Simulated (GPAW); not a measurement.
Runs of GPAW 26.7.0 on CuAu. Symmetry: P4/mmm, No. 123, tetragonal system. Conventional cell: a = 2.811 Å, b = 2.811 Å, c = 3.685 Å, α = 90.00°, β = 90.00°, γ = 90.00°. Au (site symmetry 4/mmm) is surrounded by 8 Cu at 2.71 Å and 4 Au at 2.81 Å. Cu (site symmetry 4/mmm) has 8 Au at 2.71 Å and 4 Cu at 2.81 Å as nearest neighbours. 

```tsv
level	gap on the mesh (eV)	pressure (GPa)	relaxed volume (Å³/atom)
PBEsol+D3(BJ)+ATM	none	-0.1	(b)
PBEsol+D3	none	-0.1	14.03
PBEsol+D3(BJ)	none	-0.1	13.90
PBEsol	none	0.0	14.42
PBEsol+D4	none	-0.1	(a)
```

Alike in all rows: task relaxation of cell and atoms; potentials or basis PAW data sets generated in the run's folder for this functional, pw; no spin polarisation; cell relaxed; k mesh 9 × 9 × 7; cutoff (eV) 600; smearing fermi-dirac 0.05 eV.

Problem. Estimate the missing entries.

Solution. (a) 14.15; (b) 14.06.

Caveats: with these Cu and Au data sets, volumes or pressures lay over 1.5 % or 2 GPa off other programs in two to four cells of ten; later steps reuse the first step's grids; pairwise dispersion overbinds metals, which lowers pressure and volume (some runs).

A k mesh can miss the band edges, and the runs leave out spin-orbit coupling on Au.

A gap of «none» marks a metal or a gap under the smearing width.
